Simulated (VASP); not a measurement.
A run of VASP 6.6.1 is set up as follows.

The input INCAR:

```
SYSTEM = KBr
PREC = Accurate
ENCUT = 520
EDIFF = 1E-6
ISMEAR = 0
SIGMA = 0.01
LREAL = .FALSE.
LASPH = .TRUE.
NELM = 80
ALGO = Normal
ISIF = 2
LWAVE = .FALSE.
LCHARG = .FALSE.
GGA = PE
IVDW = 2
LORBIT = 11
```

KPOINTS

```
regular mesh
0
G
  1 1 1
  0 0 0
```

The input POSCAR:

```
KBr
1.0
   12.0000000000      0.0000000000      0.0000000000
    0.0000000000     10.0000000000      0.0000000000
    0.0000000000      0.0000000000     11.0000000000
K Br
1 1
Direct
    0.6021041700      0.4591400000      0.5586681800
    0.4000625000      0.5450600000      0.4475136400
```

Potentials or basis: VASP PAW PBE potentials, release 64 (K_sv, Br).

Run with:

```bash
$ cat potpaw_PBE.64/K_sv/POTCAR potpaw_PBE.64/Br/POTCAR > POTCAR
$ mpirun -np 1 vasp_gam > vasp.out
```

(1) Predict the Hirshfeld charges.

(2) What does it give for the dispersion energy per atom?

(3) What does it give for the largest force?

Results:

(1) K +0.60; Br -0.60 e.

(2) -0.005 eV.

(3) 0.015 eV/Å.
